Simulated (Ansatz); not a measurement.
# Cs2AgBiBr6 (Fm-3m) in Ansatz: single point with HSE06

Aim: the single point of Cs2AgBiBr6 with HSE06.

Program: Ansatz 0.2.0. These are calculated values, not measurements. Logs are shortened: lines on timing, memory, paths and dates and some standing lists are left out, and cuts for length are marked.

## 1. Starting point

It takes space group Fm-3m (No. 225, cubic). The conventional cell has a = 11.232 Å, b = 11.232 Å, c = 11.232 Å, α = 90.00°, β = 90.00°, γ = 90.00°. Around Bi (site symmetry m-3m) lie 6 Br at 2.81 Å. Around Cs (site symmetry -43m) lie 12 Br at 3.97 Å. Ag (site symmetry m-3m) has 6 Br at 2.80 Å as nearest neighbours. Br (site symmetry 4mm) has 1 Ag at 2.80 Å and 1 Bi at 2.81 Å as nearest neighbours.

## 2. Single point, HSE06

File input:

```
crystal:
  lattice:
    - [0.0, 5.6161, 5.6161]
    - [5.6161, 0.0, 5.6161]
    - [5.6161, 5.6161, 0.0]
  atoms:
    - { symbol: Bi, position: [0.0, 0.0, 0.0] }
    - { symbol: Cs, position: [0.75, 0.75, 0.75] }
    - { symbol: Cs, position: [0.25, 0.25, 0.25] }
    - { symbol: Ag, position: [0.5, 0.5, 0.5] }
    - { symbol: Br, position: [0.74945, 0.74945, 0.25055] }
    - { symbol: Br, position: [0.25055, 0.25055, 0.74945] }
    - { symbol: Br, position: [0.74945, 0.25055, 0.25055] }
    - { symbol: Br, position: [0.74945, 0.25055, 0.74945] }
    - { symbol: Br, position: [0.25055, 0.74945, 0.74945] }
    - { symbol: Br, position: [0.25055, 0.74945, 0.25055] }
hamiltonian:
  xc: hse06
  pseudopotentials: { kind: paw }
kpoints:
  mp_grid: { grid: [4, 4, 4] }
scf:
  occupations: { method: fermi_dirac, width: 0.05 }
output:
  forces: true
  stress: true
  eigenvalues: true
```

Potentials or basis: Ansatz PAW.

What it wrote:

```text
Warning: output.stress: scf.convergence.dr2_threshold = 1e-7 eV (the SCF's general default) is looser than the 1e-9 eV advised for a printed stress (1e-10 eV for each atom of the cell: 10). What an SCF threshold leaves in a stress goes as its square root, and in the free energy as the threshold itself, and one threshold admits the most on a small cell: of the crystals measured, under no hybrid functional and no lock of the moments, on runs that ended without the residual-converged pass, on stresses that held no estimate of that error, the worst erred by over 100 MPa in a component at 1e-7 eV an atom and by under 5 at 1e-10. Set scf.convergence.dr2_threshold to 1e-9 eV or tighter. The threshold is an SCF's pass mark: one that does not reach it within its budget of iterations ends unconverged, or closes short of it on a stop that the run arms, and scf.convergence.dr2_threshold's page says what that costs each kind of run
Warning: output.stress: scf.exx.energy_threshold = 1e-6 eV is looser than the 1e-7 eV advised for a stress under a hybrid functional (1e-8 eV for each atom of the cell: 10). Every SCF of the exchange loop can meet its threshold on dr2 while the loop round them stops early: no threshold on dr2 bounds what that leaves in the stress. Set scf.exx.energy_threshold to 1e-7 eV or tighter. The threshold is the loop's pass mark: a loop that does not reach it within its budget of cycles ends unconverged, and scf.exx.energy_threshold's page has the law
GPUs: using 1 of 1 available (devices: 1).
Engine: ansatz 0.2.0, x86_64-unknown-linux-gnu
Pseudopotentials: kind: paw
Pseudopotential: Bi, paw, valence charge 15, recommended cutoff 420 eV (normal), Bi.paw.azcp
Pseudopotential: Cs, paw, valence charge 9, recommended cutoff 420 eV (normal), Cs.paw.azcp
Pseudopotential: Ag, paw, valence charge 19, recommended cutoff 420 eV (normal), Ag.paw.azcp
Pseudopotential: Br, paw, valence charge 7, recommended cutoff 420 eV (normal), Br.paw.azcp
Functional definition: HSE06
  parameter a = 0.25
  parameter omega = 0.11/bohr
  exchange = pbe_x - a*pbe_x_sr(omega) + a*exact_x_sr(omega)
  correlation = pbe_c
device memory: the entry about to start is reckoned to put 3.2 GiB on a device that reports 58.8 GiB free (of which the cap on the GPU budget leaves the run 18.0 GiB)
GPU FFT provider: cuFFT
GPU libraries: cuBLAS 13.8.2, cuFFT 12.4.0, cuSOLVER 12.3.4
Crystal: 10 atoms, lattice volume = 354.270 Å³
Basis set: ecut = 420 eV, 6879 PW (Γ), exchange–correlation on 108×108×108 points (8 copies of the dense FFT grid, shifted against one another)
Bands: 57, of which v1, the nominal top of the filled ones, is band 47 counted from 1 (46 counted from 0)
Symmetry: 48 space group operations
Space group: Fm-3m (ITA 225), of the structure as read, at distance tolerance 7.1e-5 Å
k-points: 8 of 64
Non-local potential: Bi, projectors of the file, l = 0: 2, l = 1: 2, l = 2: 2, l = 3: 2
Non-local potential: Cs, projectors of the file, l = 0: 3, l = 1: 2, l = 2: 2, l = 3: 2
Non-local potential: Ag, projectors of the file, l = 0: 3, l = 1: 2, l = 2: 2, l = 3: 1
Non-local potential: Br, projectors of the file, l = 0: 2, l = 1: 2, l = 2: 2
PAW form: soft (Blöchl's): semilocal exchange-correlation on the pseudo side does not see the compensation charge
PAW frozen core: Bi, regenerated for the run's functional, and the local potential with it (the file was generated under x = pbe(κ = 0.804, μ = 0.2195149727645171), c = pbe(β = 0.06672455060314922))
PAW frozen core: Cs, regenerated for the run's functional, and the local potential with it (the file was generated under x = pbe(κ = 0.804, μ = 0.2195149727645171), c = pbe(β = 0.06672455060314922))
PAW frozen core: Ag, regenerated for the run's functional, and the local potential with it (the file was generated under x = pbe(κ = 0.804, μ = 0.2195149727645171), c = pbe(β = 0.06672455060314922))
PAW frozen core: Br, regenerated for the run's functional, and the local potential with it (the file was generated under x = pbe(κ = 0.804, μ = 0.2195149727645171), c = pbe(β = 0.06672455060314922))
PAW one-centre angular grid: Bi, 590 points (default); XC on 64 Gauss nodes
PAW one-centre angular grid: Cs, 194 points (default); XC on 96 Gauss nodes
PAW one-centre angular grid: Ag, 590 points (default); XC on 96 Gauss nodes
PAW one-centre angular grid: Br, 110 points (default); XC on 64 Gauss nodes
Initial density: superposition of atomic densities (neutral atoms: chi_scale 0, normalization atom), corrected by the library's trained network
Initial wavefunctions: pseudopotential atomic-orbital guess
GPU buffer pool allocated for 157464 grid points (all kernels)
GPU transforms: local potential and band sums: pruned to the plane-wave sphere, on 54×54×54
[... 34 lines left out ...]
GPU transforms: local potential and band sums: pruned to the plane-wave sphere, on 54×54×54
Exchange kernel: α = 0.2500, screened, ω = 0.2079 Å⁻¹, Wigner–Seitz truncation, v(0) = 1046.9308 eV·Å³, q-mesh 4×4×4, nearest image of the exchange supercell L = 31.77 Å, pair-density grid 30×30×30, without the augmentation charges, whose exchange is taken in its separable form by FFT convolution over the k-point mesh (sized by the pseudopotential files, 45×45×45 at the most), smooth part of the exact exchange by density-matrix convolution in up to 15.05 GiB of GPU memory as planned if the GPU has room (build and FFT work areas not counted)
Frozen-core exchange: fock
SCF iter   1: F=—  HF=-48067.685246 eV  |F-HF|=—  |Δ(HF+E_count)|=         —  Δρ=3.41e-5  dr2=2.36e-6  ethr=4.15e-7  ⟨swp⟩=7.5  Hψ=1340  notcnv=0
preconditioner: auto → none  [insulator: Δε(μ)=2.125 eV  Ē_g=11.737 eV  σ=0.050 eV  W_gap=1.00  n_scr=58 (ndim 8)  ℏωp=16.7 eV  f_vac=0.044  D(μ)=0.00/eV (n_scr^D=0)]
SCF iter   2: F=—  HF=-48067.685246 eV  |F-HF|=—  |Δ(HF+E_count)|=   5.54e-8  Δρ=1.46e-5  dr2=3.45e-7  ethr=1.95e-9  ⟨swp⟩=4.0  Hψ=1174  notcnv=0
SCF iter   3: F=—  HF=-48067.685246 eV  |F-HF|=—  |Δ(HF+E_count)|=   4.94e-7  Δρ=4.61e-6  dr2=8.15e-8  ethr=3.07e-10  ⟨swp⟩=6.6  Hψ=1326  notcnv=0  defer=12
SCF iter   4: F=—  HF=-48067.685246 eV  |F-HF|=—  |Δ(HF+E_count)|=   2.45e-8  Δρ=1.39e-6  dr2=8.73e-9  ethr=8.11e-11  ⟨swp⟩=5.2  Hψ=1256  notcnv=0  defer=1
SCF iter   5: F=-48067.685246 eV  HF=-48067.685246 eV  |F-HF|=2.76e-10  |Δ(HF+E_count)|=   2.60e-9  Δρ=4.50e-7  dr2=1.18e-9  ethr=8.52e-12  ⟨swp⟩=3.2  Hψ=1075  notcnv=0
SCF 3 converged in 5 iterations: F = -48067.685246 eV  dr2 = 1.18e-9
  Residual-converged pass: ⟨swp⟩=3.1  Hψ=1146  notcnv=0  max |occ|·‖R‖ = 9.9e-7 eV (tolerance 9.9e-7 eV)  dr2=1.19e-9  dr2_onsite=4.05e-11  max |Δocc| = 1.3e-18
hybrid outer 2: dexx = +1.109e-6 eV, tail = 4.09e-8 eV, Δε = 2.62e-3 eV (about 5.85e-5 eV left of the loop's levels), ΔF = 4.51e-3 eV/Å (tail 7.64e-4)
hybrid SCF converged: 2 outer / 12 inner (+4 warm-up), last move |dexx| = 1.11e-6 eV, tail = 4.09e-8 eV
Stability not checked: this state was not tested for a lower state beside it, because the functional holds exact exchange (a hybrid, or Hartree-Fock), whose exchange loop this test does not read (fock_operator; see scf.lower_state_search)
Free energy (F): -48067.685247 eV
Frozen-core exchange: fock
Harris-Foulkes:  -48067.685247 eV  (|F-HF|=2.76e-10)
Internal energy: -48067.685247 eV  (E = F + TS)
E sigma→0 (E₀):  -48067.685247 eV
Fermi energy:    4.896947 eV
--- Per-component energies (eV) ---
  E_band       = -948.050991
  E_kinetic    = 1914.217893
  E_local      = -8314.537177  (includes V_loc(G=0)·N_el)
  E_nonlocal   = 1130.195773
  E_hartree    = 3274.661425
  E_xc         = -1799.159117
  E_vxc        = -1003.769589  (∫ρ·V_xc dr)
  E_exx        = -226.992698  (= α·E_x^exact, valence–valence)
  E_paw        = -38457.180605  (= ΣΔE_a)
  E_vpaw       = -769.496388  (= ΣTr[D̂ρ^β])
  E_aug_tail   = -0.000078  (compensation charges beyond the density's cutoff)
  E_ewald      = -5585.968359
  E_core_change = -2.922302  (= ΣΔE_core)
  E_smearing   = -0.000000  (= −TS)
  E_closure    = -0.000002  (closes the sum)
  Σ components = -48067.685247   (vs F -48067.685247, Δ=7.28e-12)
--- Forces (eV/Å), atoms counted from 1 ---
  atom   1  Bi     0.00000000     0.00000000     0.00000000
  atom   2  Cs     0.00000000     0.00000000     0.00000000
  atom   3  Cs    -0.00000000     0.00000000     0.00000000
  atom   4  Ag     0.00000000    -0.00000000     0.00000000
  atom   5  Br     0.00000000     0.00000000    -0.10508525
  atom   6  Br    -0.00000000     0.00000000     0.10508525
  atom   7  Br     0.10508525    -0.00000000    -0.00000000
  atom   8  Br    -0.00000000    -0.10508525     0.00000000
  atom   9  Br    -0.10508525     0.00000000    -0.00000000
  atom  10  Br     0.00000000     0.10508525     0.00000000
  max |Σ_I F_I| component: 5.78e-17 eV/Å
--- Stress (GPa, compression-positive) ---
        1.295689      -0.000000       0.000000
       -0.000000       1.295689       0.000000
       -0.000000       0.000000       1.295689
  P = ⅓ Tr σ = 1.2957 GPa (12.957 kbar)
--- Band table (eV; the first three rows and the last of 8) ---
  k-point 0: bands = ["-90.9556", "-53.1851", "-53.1851", "-53.1851", "-21.1591", "-21.1591", "-21.0935", "-21.0935", "-21.0935", "-18.4620", "-18.4544", "-12.3692", "-11.6598", "-11.6598", "-11.6598", "-11.4212", "-11.4212", "-7.2729", "-4.3945", "-4.3945", "-4.3945", "-4.3238", "-4.3238", "-4.3238", "-0.8480", "-0.8480", "-0.8480", "-0.6512", "-0.6512", "-0.1402", "-0.1402", "-0.1402", "0.8853", "1.2576", "1.2576", "1.2576", "1.6888", "1.6888", "1.6888", "1.9410", "1.9410", "1.9410", "2.3563", "2.3563", "2.3563", "2.9221", "2.9221", "6.9763", "6.9763", "6.9763", "8.3781", "9.2380", "9.2380", "9.9436", "10.1573", "10.1573", "10.1573"]
  k-point 1: bands = ["-90.9556", "-53.1851", "-53.1851", "-53.1851", "-21.1591", "-21.1591", "-21.0935", "-21.0935", "-21.0935", "-18.4607", "-18.4553", "-12.3189", "-11.7417", "-11.6405", "-11.6405", "-11.4437", "-11.4437", "-7.1996", "-4.3713", "-4.3713", "-4.3393", "-4.3203", "-4.3203", "-4.2911", "-1.2253", "-1.1612", "-1.1612", "-0.1351", "-0.1287", "-0.1287", "-0.0314", "-0.0314", "0.9147", "1.1881", "1.1881", "1.2926", "1.6424", "1.6424", "1.7766", "1.9524", "1.9524", "2.0569", "2.0569", "2.1264", "2.2484", "2.5156", "2.5156", "6.4667", "7.6752", "7.6752", "8.9436", "9.6038", "9.6038", "9.9678", "10.4237", "10.4821", "10.4821"]
  k-point 2: bands = ["-90.9556", "-53.1851", "-53.1851", "-53.1851", "-21.1590", "-21.1590", "-21.0935", "-21.0935", "-21.0935", "-18.4577", "-18.4577", "-12.2508", "-11.8406", "-11.6156", "-11.6156", "-11.4720", "-11.4720", "-7.1253", "-4.3336", "-4.3336", "-4.3313", "-4.3313", "-4.2708", "-4.2697", "-1.5088", "-1.2887", "-1.2887", "-0.1121", "-0.0842", "-0.0842", "0.6802", "0.7708", "0.7708", "1.0377", "1.0377", "1.1939", "1.1939", "1.3740", "1.6302", "1.6302", "1.9789", "2.0261", "2.0665", "2.0665", "2.2913", "2.2913", "2.4786", "5.9622", "8.4181", "8.4181", "9.7211", "9.8739", "10.1866", "10.1866", "10.3973", "10.3973", "11.1089"]
  k-point 7: bands = ["-90.9556", "-53.1851", "-53.1851", "-53.1851", "-21.1590", "-21.1590", "-21.0935", "-21.0935", "-21.0935", "-18.4576", "-18.4576", "-12.2294", "-11.7629", "-11.6671", "-11.6671", "-11.5098", "-11.4524", "-7.1108", "-4.3091", "-4.3091", "-4.3015", "-4.3001", "-4.2783", "-4.2782", "-1.3557", "-0.6759", "-0.6759", "-0.4546", "-0.4379", "-0.1191", "-0.1191", "-0.0444", "0.9521", "0.9521", "0.9688", "1.2162", "1.3734", "1.3993", "1.3993", "1.7276", "1.7276", "1.8964", "1.9194", "2.0832", "2.0832", "2.2842", "3.7194", "7.3533", "7.7192", "7.7192", "10.3613", "10.5787", "10.5787", "10.6907", "10.8106", "10.8106", "10.8878"]
```

Wall time 80 s (1 × NVIDIA H100 80GB HBM3 with 2 threads of AMD EPYC 7R13 (Zen 3), shared host); peak memory 6.8 GiB.

What came out:

| Item | Value |
| --- | --- |
| Free energy | -48067.6852 eV |
| Pressure | 1.3 GPa |
| Largest force | 0.105 eV/Å |
| Band gap on the k mesh | 2.12 eV, indirect (least direct gap 3.35 eV) |

Forces in eV/Å, atoms in the order of the input:
```
Bi   0.000  0.000  0.000
Cs   0.000  0.000  0.000
Cs   0.000  0.000  0.000
Ag   0.000  0.000  0.000
Br   0.000  0.000 -0.105
Br   0.000  0.000  0.105
Br   0.105  0.000  0.000
Br   0.000 -0.105  0.000
Br  -0.105  0.000  0.000
Br   0.000  0.105  0.000
```

Caveat: spin-orbit coupling is left out, which as a rule narrows the gap of such compounds by several tenths of an eV; the PAW data sets come from PBE, with cores solved anew for the run's functional, which leaves a small shift of forces and pressure; the thresholds are loose for stress. A k mesh can miss the band edges.
